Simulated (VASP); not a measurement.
Crystal: PbSe (Clausthalite).

```xyz
2
Lattice="0.0000 3.0606 3.0606 3.0606 0.0000 3.0606 3.0606 3.0606 0.0000" Properties=species:S:1:pos:R:3 pbc="T T T"
Pb    0.0000    0.0000    0.0000
Se    3.0606    3.0606    3.0606
```

- Program: VASP 6.6.1
- Task: relaxation of cell and atoms
- Functional: BEEF-vdW
- Potentials or basis: VASP PAW PBE potentials, release 64 (Pb_d, Se)
- Cutoff: 600 eV
- k mesh: 8 × 8 × 8
- Occupations: fermi-dirac, width 0.05 eV
- Spin: no spin polarisation

At the start: pressure 3.9 GPa; volume 28.67 Å³/atom.

Question: How do energy, volume and symmetry change on relaxing?

Answer: Over 3 steps the energy falls by 25.5 meV/atom and the volume is 30.90 Å³/atom (+7.8 %); space group Fm-3m (No. 225, to 0.05 Å).

Step by step:
| step | energy change (eV) | largest force (eV/Å) | pressure (GPa) | volume (Å³) |
| --- | --- | --- | --- | --- |
| 1 | 0.0000 | 0.0000 | 3.92 | 57.34 |
| 2 | -0.0460 | 0.0000 | -1.03 | 63.36 |
| 3 | -0.0511 | 0.0000 | 0.01 | 61.80 |

Final structure:
```
Pb Se
1.0
     0.00000    3.13798    3.13798
     3.13798    0.00000    3.13798
     3.13798    3.13798    0.00000
Pb Se
1 1
Direct
  0.00000 0.00000 0.00000
  0.50000 0.50000 0.50000
```

The cell as given is a measured one (28.67 Å³/atom); BEEF-vdW puts the equilibrium volume +7.8 % from it, thermal expansion not counted.

Caveat: the PAW data sets were made with another functional, which shifts forces and pressure a little.
